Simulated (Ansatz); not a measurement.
# VO2 (P4_2/mnm): from the first guess to the electronic structure

Aim: bring VO2 (P4_2/mnm) to zero pressure, then compute its bands, density of states and charges.

The COD entry's cell or inner coordinates are ideal or old and differ from later refinements, so a difference from it is no clean test against experiment.

Method: DFT PBE, scalar-relativistic, plane waves, PAW, in Ansatz 0.2.0.

Spin polarisation is switched off on purpose; where the compound carries moments, volume, stiffness and gap are then not the real material's.

### 1 The starting structure

Symmetry: P4_2/mnm, No. 136, tetragonal system. Conventional cell: a = 4.530 Å, b = 4.530 Å, c = 2.869 Å, α = 90.00°, β = 90.00°, γ = 90.00°. Around V (site symmetry mmm) lie 6 O at 1.90 to 1.95 Å. O (site symmetry m2m) is surrounded by 3 V at 1.90 to 1.95 Å.

Coordinates:

```cif
data_structure
_symmetry_space_group_name_H-M 'P 1'
_symmetry_Int_Tables_number 1
_cell_length_a 4.5300
_cell_length_b 4.5300
_cell_length_c 2.8690
_cell_angle_alpha 90.000
_cell_angle_beta 90.000
_cell_angle_gamma 90.000
_cell_volume 58.87
loop_
_atom_site_label
_atom_site_type_symbol
_atom_site_fract_x
_atom_site_fract_y
_atom_site_fract_z
_atom_site_occupancy
V1 V 0.00000 0.00000 0.00000 1
V2 V 0.50000 0.50000 0.50000 1
O1 O 0.30500 0.30500 0.00000 1
O2 O 0.19500 0.80500 0.50000 1
O3 O 0.69500 0.69500 0.00000 1
O4 O 0.80500 0.19500 0.50000 1
```

### 2 Relaxing cell and atoms

input.yaml reads:

```yaml
crystal:
  lattice:
    - [4.53, 0.0, 0.0]
    - [0.0, 4.53, 0.0]
    - [0.0, 0.0, 2.869]
  atoms:
    - { symbol: V, position: [0.0, 0.0, 0.0] }
    - { symbol: V, position: [0.5, 0.5, 0.5] }
    - { symbol: O, position: [0.305, 0.305, 0.0] }
    - { symbol: O, position: [0.195, 0.805, 0.5] }
    - { symbol: O, position: [0.695, 0.695, 0.0] }
    - { symbol: O, position: [0.805, 0.195, 0.5] }
basis:
  ecutwfc: 420
  ecutrho_ratio: 4
kpoints:
  mp_grid: { grid: [6, 6, 10] }
hamiltonian:
  xc: pbe
scf:
  occupations: { method: gaussian, width: 0.05 }
output:
  forces: true
  stress: true
  eigenvalues: true
relax:
  f_tol: 0.01
  max_steps: 60
  cell: { stress_tol: 0.04 }
```

Launch:

```bash
ansatz run input.yaml --threads 1 --pin off --max-ram 2560MiB --backend cpu --events-out ev --progress --plain --runs-dir out
```

The runs that follow: The electronic structure.

Before running it: what results should come out? Wanted: space group; conventional cell; volume; pressure; gap; states at the Fermi level; Bader charges.

The runs gave:

| quantity | value |
| --- | --- |
| space group | P4_2/mnm (No. 136) |
| conventional cell | a = 4.615 Å, b = 4.615 Å, c = 2.775 Å, α = 90.00°, β = 90.00°, γ = 90.00° |
| volume | 9.849 Å³/atom |
| pressure | 0.01 GPa |
| gap | none (metal) |
| states at the Fermi level | 5.4 per eV per cell |
| Bader charges | V +2.10; O -1.05 e |

Over the one relaxation shown the cell moved from 9.81 to 9.85 Å³/atom, a change of +0.4 %, where the pressure is zero within 0.01 GPa. Bands cross the Fermi level, so it is a metal at this level; the largest share of the states at the Fermi level is V 3d (87 % of the projected weight). The Bader partition leaves V most positive, at +2.10 e. Spin polarisation wasn't allowed in this run.
